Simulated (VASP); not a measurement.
# Ca: intraband terms of a metal's spectrum

Ca, P6_3/mmc (no. 194), 2 atoms in the cell. PBE, independent-particle dielectric function; PAW potentials Ca_sv (PBE set).

## Input

INCAR.step1:
```
SYSTEM = Ca
PREC = Accurate
ENCUT = 310
ISMEAR = 1
SIGMA = 0.1
EDIFF = 1E-7
LASPH = .TRUE.
KPAR = 4
LWAVE = .FALSE.
LCHARG = .TRUE.
LMAXMIX = 4
```

INCAR.step2:
```
SYSTEM = Ca
PREC = Accurate
ENCUT = 310
ISMEAR = 0
SIGMA = 0.3
EDIFF = 1E-6
LASPH = .TRUE.
KPAR = 4
LWAVE = .TRUE.
LCHARG = .FALSE.
LMAXMIX = 4
ICHARG = 11
NBANDS = 28
NEDOS = 3000
OMEGAMAX = 30
CSHIFT = 0.1
```

INCAR.step3, as INCAR.step2 but for:
```
- LWAVE = .TRUE.
+ LWAVE = .FALSE.
+ LOPTICS = .TRUE.
+ ALGO = None
+ NELM = 1
+ ISTART = 1
```

INCAR.step4, as INCAR.step3 but for:
```
+ WPLASMAI = 0.03
```

INCAR.step5 to INCAR.step6 change the same tag again: WPLASMAI = 0.1, 0.3.

INCAR.step7, as INCAR.step6 but for:
```
- WPLASMAI = 0.3
+ RTIME = 1
```

INCAR.step8, as INCAR.step7 but for:
```
- RTIME = 1
+ RTIME = 40
```

INCAR.step9, as INCAR.step8 but for:
```
- RTIME = 40
+ LNABLA = .TRUE.
```

INCAR.step10, as INCAR.step9 but for:
```
- ISMEAR = 0
- LNABLA = .TRUE.
+ ISMEAR = -5
```

KPOINTS.step1:
```
k-points
0
Gamma
  8 8 4
```

KPOINTS.step2:
```
k-points
0
Gamma
  20 20 11
```

POSCAR:
```
Ca
1.0
    3.9800000000      0.0000000000      0.0000000000
   -1.9900000000      3.4467811071      0.0000000000
    0.0000000000      0.0000000000      6.5200000000
Ca
2
Direct
    0.6666666667      0.3333333333      0.7500000000
    0.3333333333      0.6666666667      0.2500000000
```

Commands (each step's output is kept before the next begins):
```
cat potpaw_PBE.64/Ca_sv/POTCAR > POTCAR
cp INCAR.step1 INCAR
cp KPOINTS.step1 KPOINTS
mpirun -np 4 vasp_std > vasp.out
cp INCAR.step2 INCAR
cp KPOINTS.step2 KPOINTS
mpirun -np 4 vasp_std > vasp.out
cp INCAR.step3 INCAR
mpirun -np 4 vasp_std > vasp.out
cp INCAR.step4 INCAR
mpirun -np 4 vasp_std > vasp.out
cp INCAR.step5 INCAR
mpirun -np 4 vasp_std > vasp.out
cp INCAR.step6 INCAR
mpirun -np 4 vasp_std > vasp.out
cp INCAR.step7 INCAR
mpirun -np 4 vasp_std > vasp.out
cp INCAR.step8 INCAR
mpirun -np 4 vasp_std > vasp.out
cp INCAR.step9 INCAR
mpirun -np 4 vasp_std > vasp.out
cp INCAR.step10 INCAR
mpirun -np 4 vasp_std > vasp.out
```

## Result

- Bands: 28

One ground state, settings moved in the last step alone:

| Settings | Plasma frequency (eV) | Im ε at 0.5 eV | Im ε at 1 eV | Im ε at 2 eV | Im ε at 4 eV | Time (s) |
|---|---|---|---|---|---|---|
| interband part alone | 3.68 | 56.6 | 18.3 | 4.6 | 2.2 | 20 |
| Drude term, WPLASMAI 0.03 | 3.68 | 59.9 | 18.7 | 4.7 | 2.2 | 19 |
| Drude term, WPLASMAI 0.1 | 3.68 | 67.0 | 19.6 | 4.8 | 2.3 | 21 |
| Drude term, WPLASMAI 0.3 | 3.68 | 80.5 | 22.0 | 5.1 | 2.3 | 19 |
| relaxation time RTIME 1 fs | 3.68 | 82.7 | 24.5 | 5.6 | 2.4 | 19 |
| relaxation time RTIME 40 fs | 3.68 | 58.4 | 18.5 | 4.6 | 2.2 | 19 |
| transversal form (LNABLA) | 3.64 | 55.4 | 17.8 | 4.5 | 2.2 | 19 |
| tetrahedron method | – | – | – | – | – | no result |

VASP 6.6.1 took 199 s on 4 cores (AMD EPYC 7R43 (Zen 3)), a shared host.
